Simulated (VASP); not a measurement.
**Al2O3 (Corundum): dielectric tensor with LDA**

**What was measured.**

“Multi-petahertz electron interference in Cr:Al2O3 solid-state material”, 2018, pmc:5906618 quotes, for a bulk crystal of Al2O3: band gap 8.7 eV (optical).

Al2O3 (Corundum):

```xyz
10
Lattice="2.3803 1.3742 4.3319 -2.3803 1.3742 4.3319 0.0000 -2.7485 4.3319" Properties=species:S:1:pos:R:3 pbc="T T T"
Al    0.0000    0.0000   11.0743
Al    0.0000    0.0000    8.4191
Al    0.0000    0.0000    1.9213
Al    0.0000    0.0000    4.5765
O    -1.6503   -0.1099    5.4148
O     0.7300    1.4841    5.4148
O     0.9203   -1.3742    5.4148
O     1.6503    0.1099    7.5808
O    -0.7300   -1.4841    7.5808
O    -0.9203    1.3742    7.5808
```

```yaml
Program: VASP 6.6.1
Task: dielectric tensor
Functional: LDA
Potentials_or_basis: VASP PAW LDA potentials, release 64 (Al, O)
Cutoff: 800 eV
k_mesh: 8 × 8 × 8
Occupations: gaussian, width 0.01 eV
Spin: no spin polarisation
Further_INCAR_settings: ALGO = Normal; EDIFF = 1e-08
```

```yaml
Band_gap_on_the_k_mesh: 6.17 eV, direct
Electronic_dielectric_tensor_diagonal: 3.25, 3.25, 3.22
Born_charges_mean_of_the_diagonal: Al +2.94; O -1.96 e
```

Levels at points of the mesh, in eV from the valence-band top:
```tsv
k point	band 21	band 22	band 23	band 24	band 25	band 26	band 27	band 28
(0.00, 0.00, 0.00)	-0.50	-0.04	-0.04	0.00	6.17	8.96	10.50	11.33
(0.50, 0.00, 0.00)	-0.92	-0.92	-0.27	-0.27	9.31	9.31	9.47	9.47
(0.50, 0.50, 0.00)	-1.04	-0.94	-0.75	-0.26	9.38	9.60	9.77	10.23
(0.50, 0.50, 0.50)	-0.38	-0.38	-0.38	-0.38	8.55	8.55	10.80	10.80
```

Electronic dielectric tensor:
```
3.25 0.00 0.00
0.00 3.25 0.00
0.00 0.00 3.22
```

Born effective charge tensors (e):
atom 1, Al
```
 2.95  0.03  0.00
-0.03  2.95  0.00
 0.00  0.00  2.92
```
atom 2, Al
```
 2.95 -0.03  0.00
 0.03  2.95  0.00
 0.00  0.00  2.92
```
atom 3, Al
```
 2.95  0.03  0.00
-0.03  2.95  0.00
 0.00  0.00  2.92
```
atom 4, Al
```
 2.95 -0.03  0.00
 0.03  2.95  0.00
 0.00  0.00  2.92
```
atom 5, O
```
-1.92 -0.08  0.22
-0.08 -2.02 -0.13
 0.30 -0.17 -1.95
```
atom 6, O
```
-1.92  0.08 -0.22
 0.08 -2.02 -0.13
-0.30 -0.17 -1.95
```
atom 7, O
```
-2.07  0.00  0.00
 0.00 -1.87  0.25
 0.00  0.35 -1.95
```
atom 8, O
```
-1.92 -0.08  0.22
-0.08 -2.02 -0.13
 0.30 -0.17 -1.95
```
atom 9, O
```
-1.92  0.08 -0.22
 0.08 -2.02 -0.13
-0.30 -0.17 -1.95
```
atom 10, O
```
-2.07  0.00  0.00
 0.00 -1.87  0.25
 0.00  0.35 -1.95
```

Run time: 40 min on 1 thread of Intel(R) Xeon(R) Platinum 8488C (Sapphire Rapids) (shared host), peak memory 1.5 GiB.

A measured gap of Al2O3 is 8.7 eV (optical; quoted in “Multi-petahertz electron interference in Cr:Al2O3 solid-state material”, 2018, pmc:5906618); the calculated 6.17 eV misses it by -2.53 eV. The value is that of LDA on a finite k mesh, which can miss the band edges, without temperature or zero-point motion. Semilocal functionals fall short of measured gaps as a rule.
